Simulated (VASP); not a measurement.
# Ga7As8 (a cell with a defect) in VASP: a series of runs

The runs below take Ga7As8 (a cell with a defect) through single point, with PBE.

All numbers are computed with VASP 6.6.1; they aren't measurements. Logs are shortened: lines on timing, memory, paths and dates and some standing lists are left out, and cuts for length are marked.

## (1) Starting point

The cell holds a defect, 15 atoms: a = 8.067 Å, b = 8.067 Å, c = 8.067 Å, α = 60.00°, β = 60.00°, γ = 60.00°.

## (2) Single point, PBE

INCAR reads:

```
SYSTEM = Ga7As8
  ALGO = Fast
  EDIFF = 1E-6
  ENCUT = 520
  GGA = PE
  ISIF = 2
  ISMEAR = -1
  LASPH = .TRUE.
  LCHARG = .FALSE.
  LREAL = Auto
  LWAVE = .FALSE.
  NBANDS = 78
  NELM = 100
  PREC = Accurate
  SIGMA = 0.1
```

KPOINTS reads:

```
k-points
0
G
  2 2 2
  0 0 0
```

POSCAR reads:

```
Ga7As8
1.0
    0.0000000000      5.7042760000      5.7042760000
    5.7042760000      0.0000000000      5.7042760000
    5.7042760000      5.7042760000      0.0000000000
Ga As
7 8
Direct
   -0.0376504398      0.0393633653     -0.0036033495
    0.0070121081     -0.0187099993      0.5070780236
   -0.0059644730      0.5114175752      0.0029030853
    0.0394986147      0.4627847601      0.4914807769
    0.5042731979      0.0393735331     -0.0036650576
    0.4553704975      0.7881455946     -0.1965402796
    0.5086745452      0.4627796762      0.4914516759
    0.1188601323      0.1350832253      0.1295675385
    0.1702033702      0.0782139574      0.6296818387
    0.1153896656      0.6576893369      0.1150211701
    0.1348820604      0.6059321989      0.6267372932
    0.6008382133      0.2630950887      0.0375672566
    0.6242988593      0.0782076463      0.6296064566
    0.6143029370      0.6577051145      0.1149859334
    0.6661247632      0.4899679644      0.6801877223
```

Potentials or basis: VASP PAW PBE potentials, release 64 (Ga_d, As).

Run with:

```sh
> cat potpaw_PBE.64/Ga_d/POTCAR potpaw_PBE.64/As/POTCAR > POTCAR
> mpirun -np 1 vasp_std > vasp.out
```

OUTCAR:

```text
SYSTEM = Ga7As8
   EDIFF = 1E-6
   ENCUT = 520
   GGA = PE
   ISIF = 2
   ISMEAR = -1
   LASPH = .TRUE.
   LREAL = Auto
   NELM = 100
   PREC = Accurate

 ion  position               nearest neighbor table
   1  0.962  0.039  0.996-  12 2.50   9 2.51  10 2.52   8 2.55
   2  0.007  0.981  0.507-  11 2.47   8 2.49   9 2.54  13 2.54
   3  0.994  0.511  0.003-   8 2.48  11 2.49  14 2.51  10 2.51
   4  0.039  0.463  0.491-  11 2.47  10 2.53   9 2.53  15 2.55
   5  0.504  0.039  0.996-  12 2.50  13 2.51  14 2.52   8 2.55
   6  0.455  0.788  0.803-  15 2.51   9 2.70  13 2.70  10 2.88  14 2.88
   7  0.509  0.463  0.491-  11 2.47  14 2.53  13 2.53  15 2.55
   8  0.119  0.135  0.130-   3 2.48   2 2.49   1 2.55   5 2.55
   9  0.170  0.078  0.630-   1 2.51   4 2.53   2 2.54   6 2.70
  10  0.115  0.658  0.115-   3 2.51   1 2.52   4 2.53   6 2.88
  11  0.135  0.606  0.627-   4 2.47   7 2.47   2 2.47   3 2.49
  12  0.601  0.263  0.038-  15 2.47   5 2.50   1 2.50
  13  0.624  0.078  0.630-   5 2.51   7 2.53   2 2.54   6 2.70
  14  0.614  0.658  0.115-   3 2.51   5 2.52   7 2.53   6 2.88
  15  0.666  0.490  0.680-  12 2.47   6 2.51   4 2.55   7 2.55

  LATTYP: Found a face centered cubic cell.
 ALAT       =    11.4085520000

  Lattice vectors:

 A1 = (   0.0000000000,   5.7042760000,   5.7042760000)
 A2 = (   5.7042760000,   0.0000000000,   5.7042760000)
 A3 = (   5.7042760000,   5.7042760000,   0.0000000000)

Analysis of symmetry for initial positions (statically):
=====================================================================
 Subroutine PRICEL returns:
 Original cell was already a primitive cell.

 Routine SETGRP: Setting up the symmetry group for a
 face centered cubic supercell.

 Subroutine GETGRP returns: Found  1 space group operations
 (whereof  1 operations were pure point group operations)
 out of a pool of 48 trial point group operations.

The static configuration has the point symmetry C_1 .

Analysis of symmetry for dynamics (positions and initial velocities):
=====================================================================
 Subroutine PRICEL returns:
 Original cell was already a primitive cell.

 Routine SETGRP: Setting up the symmetry group for a
 face centered cubic supercell.

 Subroutine GETGRP returns: Found  1 space group operations
 (whereof  1 operations were pure point group operations)
 out of a pool of 48 trial point group operations.

The dynamic configuration has the point symmetry C_1 .

 Subroutine INISYM returns: Found  1 space group operations
 (whereof  1 operations are pure point group operations),
 and found     1 'primitive' translations

----------------------------------------------------------------------------------------

                                     Primitive cell

  volume of cell :     371.2202

  direct lattice vectors                    reciprocal lattice vectors
     0.000000000  5.704276000  5.704276000    -0.087653543  0.087653543  0.087653543
     5.704276000  0.000000000  5.704276000     0.087653543 -0.087653543  0.087653543
     5.704276000  5.704276000  0.000000000     0.087653543  0.087653543 -0.087653543

  length of vectors
     8.067064483  8.067064483  8.067064483     0.151820389  0.151820389  0.151820389

  position of ions in fractional coordinates (direct lattice)
     0.962349560  0.039363365  0.996396651
     0.007012108  0.981290001  0.507078024
     0.994035527  0.511417575  0.002903085
     0.039498615  0.462784760  0.491480777
     0.504273198  0.039373533  0.996334942
     0.455370497  0.788145595  0.803459720
     0.508674545  0.462779676  0.491451676
     0.118860132  0.135083225  0.129567538
     0.170203370  0.078213957  0.629681839
     0.115389666  0.657689337  0.115021170
     0.134882060  0.605932199  0.626737293
     0.600838213  0.263095089  0.037567257
     0.624298859  0.078207646  0.629606457
     0.614302937  0.657705114  0.114985933
     0.666124763  0.489967964  0.680187722

  ion indices of the primitive-cell ions
   primitive index   ion index
                 1           1
                 2           2
                 3           3
                 4           4
                 5           5
                 6           6
                 7           7
                 8           8
                 9           9
                10          10
                11          11
                12          12
                13          13
                14          14
                15          15

----------------------------------------------------------------------------------------

 KPOINTS: k-points

Automatic generation of k-mesh.
 Grid dimensions read from file:
 generate k-points for:    2    2    2

 Generating k-lattice:

  Cartesian coordinates                     Fractional coordinates (reciprocal lattice)
    -0.043826771  0.043826771  0.043826771     0.500000000  0.000000000  0.000000000
[... 42 lines left out ...]
   EDIFF  = 0.1E-05   stopping-criterion for ELM
   LREAL  =      T    real-space projection
   EDIFFG = 0.1E-04   stopping-criterion for IOM
   NSW    =      0    number of steps for IOM
   IBRION =     -1    ionic relax: 0-MD 1-quasi-New 2-CG
   NFREE  =      0    steps in history (QN), initial steepest desc. (CG)
   ISIF   =      2    stress and relaxation
   ISYM   =      2    0-nonsym 1-usesym 2-fastsym
   POTIM  = 0.5000    time-step for ionic-motion
   TEBEG  =    0.0;   TEEND  =   0.0 temperature during run
   PSTRESS=    0.0 pullay stress
   NELECT =     131.0000    total number of electrons
   NUPDOWN=      -1.0000    fix difference up-down
   EMIN   =  10.00;   EMAX   =-10.00  energy-range for DOS
   EFERMI =   0.00;   METHOD = LEGACY
   ISMEAR =    -1;   SIGMA  =   0.10  broadening in eV -4-tet -1-fermi 0-gaus
   EFERMI_NEDOS =   21; number of points for ismear=-14 and -15
   IALGO  =     68    algorithm
   IMIX   =      4    mixing-type and parameters
     AMIX     =   0.40;   BMIX     =  1.00
     AMIX_MAG =   1.60;   BMIX_MAG =  1.00
  volume/ion in A,a.u.               =      24.75       167.01
  Fermi-wavevector in a.u.,A,eV,Ry     =   1.156879  2.186185 18.209627  1.338370
  Thomas-Fermi vector in A             =   2.293496
   LORBIT       =      0    0 simple, 1 ext, 2 COOP (PROOUT), +10 PAW based schemes
   GGA     = PE    functional components
   LHFCALC =     F    Hartree Fock is set to
   AEXX    =    0.0000 exact exchange contribution
   IVDW    =     0    specifies the selected vdW correction
   LEPSILON=     F    determine dielectric tensor
   LRPA    =     F    only Hartree local field effects (RPA)
 non-spin polarized calculation
 RMM-DIIS sequential band-by-band and
  energy-cutoff  :      520.00
  volume of cell :      371.22
 maximum number of plane-waves:     10002
 NGX is ok and might be reduce to    60
   NGX = 29   NGY = 29   NGZ = 29

 number of electron     131.0000024 magnetization

 Free energy of the ion-electron system (eV)
  ---------------------------------------------------
  ext. energy  EPLUGINS =         0.00000000
  ---------------------------------------------------
  free energy    TOTEN  =       -59.36156068 eV

  energy without entropy =      -59.20289884  energy(sigma->0) =      -59.28222976

 E-fermi :   3.0359     XC(G=0):  -9.1909

 val. band max:        3.0328920391   @ k =   0.0000   0.0000   0.0000
 cond. band min:       3.0840330127   @ k =   0.0000   0.5000   0.5000
 fundamental gap:      0.0511409736
 Fermi energy:         3.0358525217

 k-point     1 :       0.0000    0.0000    0.0000
  band No.  band energies     occupation
      1     -11.7379      2.00000
      2     -11.7193      2.00000
      3     -11.6836      2.00000
      4     -11.6702      2.00000
      5     -11.6696      2.00000
      6     -11.6600      2.00000
[... 629 lines left out ...]
     76       7.1006      0.00000
     77       7.5088      0.00000
 [bands above 77 left out]

------------------------ aborting loop because EDIFF is reached ----------------------------------------

  FORCE on cell =-STRESS in cart. coord.  units (eV):
  Direction    XX          YY          ZZ          XY          YZ          ZX
  --------------------------------------------------------------------------------------
  -------------------------------------------------------------------------------------
  Total        1.9603886     -4.0130223     -4.0142391     -1.3211081      1.5611290      1.3292125
  in kB        8.4609896    -17.3201067    -17.3253587     -5.7018707      6.7377947      5.7368489
  external PRESSURE =      -8.7281586 kB  Pullay stress =       0.0000000 kB

 VOLUME and BASIS-vectors are now :
 -----------------------------------------------------------------------------
  energy-cutoff  :      520.00
  volume of cell :      371.22
      direct lattice vectors                 reciprocal lattice vectors
     0.000000000  5.704276000  5.704276000    -0.087653543  0.087653543  0.087653543
     5.704276000  0.000000000  5.704276000     0.087653543 -0.087653543  0.087653543
     5.704276000  5.704276000  0.000000000     0.087653543  0.087653543 -0.087653543

 POSITION                                       TOTAL-FORCE (eV/Angst)
 -----------------------------------------------------------------------------------
      5.90826     11.17323      5.71405        -0.013027      0.014857      0.019129
      8.49006      2.93251      5.63755         0.022701     -0.011491      0.007734
      2.93383      5.68681      8.58752         0.006424      0.012810     -0.013660
      5.44339      3.02885      2.86516        -0.014998     -0.009244     -0.001931
      5.90797      8.55988      3.10111        -0.013468     -0.021731     -0.017801
      9.07896      7.18072      7.09336         0.022430      0.012101     -0.014427
      5.44320      5.70500      5.54144        -0.015142     -0.000815      0.006829
      1.50964      1.41710      1.44856        -0.013516     -0.009067      0.014856
      4.03803      4.56277      1.41704        -0.009994     -0.003016      0.012205
      4.40775      1.31433      4.40986        -0.007666      0.008591     -0.006957
      7.03149      4.34449      4.22581         0.003227      0.007397     -0.004090
      1.71506      3.64164      4.92811         0.058238      0.024278     -0.019367
      4.03757      7.15262      4.00729        -0.009568     -0.013875     -0.001657
      4.40764      4.16007      7.25588        -0.008745      0.010318     -0.004016
      6.67489      7.67974      6.59467        -0.006896     -0.021114      0.023155
 -----------------------------------------------------------------------------------
    total drift:                               -0.007941      0.011536      0.022126

  FREE ENERGIE OF THE ION-ELECTRON SYSTEM (eV)
  ---------------------------------------------------
  free  energy   TOTEN  =       -59.3615606773 eV

  energy  without entropy=      -59.2028988391  energy(sigma->0) =      -59.28222976
```

Run time: 4.9 min. Hardware: 1 thread of Intel Xeon 6975P-C (Granite Rapids), shared host; peak memory 0.54 GiB.

What came out:

```yaml
Free_energy: -59.3616 eV
Pressure: -0.9 GPa
Largest_force: 0.066 eV/Å
Band_gap_on_the_k_mesh: none (metal or under the smearing width)
```

Forces on the atoms (eV/Å):
```
Ga  -0.013  0.015  0.019
Ga   0.023 -0.011  0.008
Ga   0.006  0.013 -0.014
Ga  -0.015 -0.009 -0.002
Ga  -0.013 -0.022 -0.018
Ga   0.022  0.012 -0.014
Ga  -0.015 -0.001  0.007
As  -0.014 -0.009  0.015
As  -0.010 -0.003  0.012
As  -0.008  0.009 -0.007
As   0.003  0.007 -0.004
As   0.058  0.024 -0.019
As  -0.010 -0.014 -0.002
As  -0.009  0.010 -0.004
As  -0.007 -0.021  0.023
```

Caveat: the k mesh is coarse (spacing up to 0.48 Å⁻¹), so the values aren't converged.

## (3) Single point, PBE

INCAR reads:

```
PREC     = Accurate       # precision mode
ENCUT    = 520            # plane-wave cutoff, eV
EDIFF    = 1E-6           # SCF threshold, eV
ISMEAR   = -1             # smearing method
SIGMA    = 0.1            # smearing width, eV
LREAL    = Auto         
LASPH    = True           # aspherical terms in the spheres
NELM     = 100            # most SCF steps
ALGO     = Fast           # electronic algorithm
ISIF     = 2              # what is computed and relaxed
LWAVE    = False          # write WAVECAR
LCHARG   = False          # write CHGCAR
GGA      = PE             # functional
NBANDS   = 78             # bands
```

KPOINTS reads:

```
regular mesh
0
Gamma
  2 2 2
```

POSCAR reads:

```
Ga7As8
1.0
    0.0000000000      5.7042760000      5.7042760000
    5.7042760000      0.0000000000      5.7042760000
    5.7042760000      5.7042760000      0.0000000000
Ga As
7 8
Direct
   -0.0314803316      0.0247350409     -0.0004136371
    0.0202576979     -0.0313853152      0.4932933645
   -0.0115388000      0.4998721135      0.0256157837
    0.0169075795      0.4776789377      0.5022825859
    0.5095906124      0.0247129522     -0.0003428130
    0.4937444296      0.9100784219     -0.3951231497
    0.5055609161      0.4776455417      0.5023189621
    0.1285035998      0.1255729912      0.1198534222
    0.1415610851      0.0972318836      0.6207063789
    0.1117420511      0.6435101492      0.1340086805
    0.1302884888      0.5958502885      0.6459912704
    0.6001503959      0.2620308870      0.0401422547
    0.6429274285      0.0972040098      0.6207784301
    0.6131459102      0.6434866581      0.1340439172
    0.6458994095      0.5264446356      0.6841891066
```

Potentials or basis: VASP PAW PBE potentials, release 64 (Ga_d, As).

Run with:

```sh
> cat potpaw_PBE.64/Ga_d/POTCAR potpaw_PBE.64/As/POTCAR > POTCAR
> mpirun -np 1 vasp_std > vasp.out
```

It took 5.6 min on 1 thread of Intel Xeon 6975P-C (Granite Rapids), shared host; peak memory 0.54 GiB.

The run converged. Its results:

| Quantity | Value |
| --- | --- |
| Free energy | -59.3656 eV |
| Pressure | -0.4 GPa |
| Largest force | 0.230 eV/Å |
| Band gap on the k mesh | none (metal or under the smearing width) |

Forces in eV/Å, atoms in the order of the input:
```
Ga   0.001 -0.017  0.022
Ga   0.026 -0.017  0.019
Ga  -0.011 -0.026  0.028
Ga  -0.023 -0.005  0.003
Ga   0.000 -0.019  0.020
Ga   0.103  0.147 -0.144
Ga  -0.023 -0.003  0.007
As   0.016 -0.009  0.005
As  -0.014  0.035  0.009
As   0.002 -0.016  0.041
As  -0.011 -0.024  0.027
As   0.002  0.008 -0.003
As  -0.017 -0.015 -0.037
As  -0.002 -0.047  0.016
As  -0.048  0.010 -0.012
```

Stress tensor (GPa, compression positive):
```
 0.29  0.58 -0.59
 0.58 -0.72  0.82
-0.59  0.82 -0.73
```

Levels at points of the mesh, in eV from the Fermi level:
| k point | band 63 | band 64 | band 65 | band 66 | band 67 | band 68 | band 69 | band 70 |
| --- | --- | --- | --- | --- | --- | --- | --- | --- |
| (0.00, 0.00, 0.00) | -0.49 | -0.48 | -0.06 | 0.16 | 0.40 | 0.64 | 1.01 | 1.19 |
| (0.50, 0.00, 0.00) | -1.07 | -0.58 | -0.51 | -0.20 | 1.14 | 1.34 | 1.62 | 1.75 |
| (0.00, 0.50, 0.00) | -1.16 | -0.51 | -0.51 | 0.19 | 1.18 | 1.53 | 1.67 | 2.12 |
| (0.00, 0.00, 0.50) | -0.89 | -0.78 | -0.56 | 0.36 | 0.63 | 0.86 | 1.59 | 1.93 |
| (0.50, 0.50, 0.50) | -1.07 | -0.58 | -0.51 | -0.20 | 1.14 | 1.34 | 1.62 | 1.75 |
| (0.50, 0.50, 0.00) | -1.23 | -1.05 | -0.68 | -0.12 | 0.83 | 1.91 | 2.17 | 2.34 |
| (0.00, 0.50, 0.50) | -1.31 | -1.14 | -0.62 | -0.11 | 1.24 | 1.53 | 2.18 | 2.24 |
| (0.50, 0.00, 0.50) | -1.23 | -1.05 | -0.68 | -0.12 | 0.83 | 1.91 | 2.16 | 2.34 |

Caveat: the k mesh is coarse (spacing up to 0.48 Å⁻¹), so the values aren't converged.

## (4) Single point, PBE

INCAR reads:

```
PREC = Accurate
ENCUT = 520
EDIFF = 1E-6
ISMEAR = -1
SIGMA = 0.1
LREAL = Auto
LASPH = T
NELM = 100
ALGO = Fast
ISIF = 2
LWAVE = F
LCHARG = T
GGA = PE
LELF = T
LVHAR = T
NBANDS = 78
```

KPOINTS is that of step 3.

POSCAR reads:

```
Ga7As8
1.0
    0.0000000000      5.7042760000      5.7042760000
    5.7042760000      0.0000000000      5.7042760000
    5.7042760000      5.7042760000      0.0000000000
Ga As
7 8
Direct
   -0.0016193992     -0.0028118380      0.0029510318
    0.0011897215     -0.0000665290      0.5001953797
   -0.0014276133      0.5026332001      0.0027799321
   -0.0013419757      0.5025419527      0.4972869475
    0.5038223080     -0.0027816852      0.0029121136
    0.5039692154      0.9970693038     -0.5025322232
    0.5039208306      0.5025704401      0.4974832038
    0.1264523315      0.1252623471      0.1241826307
    0.1265832859      0.1251732911      0.6255505519
    0.1419036351      0.6197188741      0.1198387841
    0.1265515554      0.6239166899      0.6254073260
    0.6209303337      0.1404819823      0.1200034851
    0.6251736417      0.1251827576      0.6255358261
    0.6211022223      0.6197784785      0.1200340762
    0.6211968004      0.6196204391      0.6405997886
```

Run with:

```sh
> cat potpaw_PBE.64/Ga_d/POTCAR potpaw_PBE.64/As/POTCAR > POTCAR
> mpirun -np 1 vasp_std > vasp.out
```

Run time: 6.4 min. Hardware: 1 thread of Intel Xeon 6975P-C (Granite Rapids), shared host; peak memory 0.54 GiB.

Results (log left out):

| Item | Value |
| --- | --- |
| Free energy | -59.4697 eV |
| Pressure | -0.3 GPa |
| Largest force | 0.015 eV/Å |
| Band gap on the k mesh | none (metal or under the smearing width) |

Forces in eV/Å, atoms in the order of the input:
```
Ga  -0.002  0.001  0.000
Ga  -0.002  0.000  0.000
Ga   0.002  0.001  0.001
Ga   0.001  0.000  0.001
Ga   0.000  0.002  0.002
Ga  -0.001  0.000  0.001
Ga  -0.001  0.001  0.002
As   0.000 -0.001 -0.006
As   0.000 -0.004 -0.001
As  -0.004  0.010  0.007
As   0.000 -0.006 -0.001
As   0.010 -0.004  0.008
As  -0.002 -0.002  0.001
As  -0.008 -0.007 -0.009
As   0.009  0.011 -0.006
```

Levels at points of the mesh, in eV from the Fermi level:
```csv
k point,band 62,band 63,band 64,band 65,band 66,band 67,band 68,band 69
"(0.00, 0.00, 0.00)",-0.33,-0.32,-0.32,0.49,0.49,0.49,0.70,1.23
"(0.50, 0.00, 0.00)",-1.17,-1.17,-0.40,-0.40,0.20,0.20,1.61,1.86
"(0.00, 0.50, 0.00)",-1.17,-1.17,-0.40,-0.40,0.20,0.20,1.61,1.86
"(0.00, 0.00, 0.50)",-1.17,-1.17,-0.40,-0.40,0.20,0.20,1.61,1.86
"(0.50, 0.50, 0.50)",-1.17,-1.17,-0.40,-0.40,0.20,0.20,1.61,1.86
"(0.50, 0.50, 0.00)",-1.22,-1.22,-0.97,-0.87,-0.09,-0.09,2.35,2.37
"(0.00, 0.50, 0.50)",-1.22,-1.22,-0.97,-0.87,-0.09,-0.09,2.34,2.37
"(0.50, 0.00, 0.50)",-1.22,-1.22,-0.97,-0.87,-0.09,-0.09,2.34,2.37
```

Caveat: the k mesh is coarse (spacing up to 0.48 Å⁻¹), so the values aren't converged.
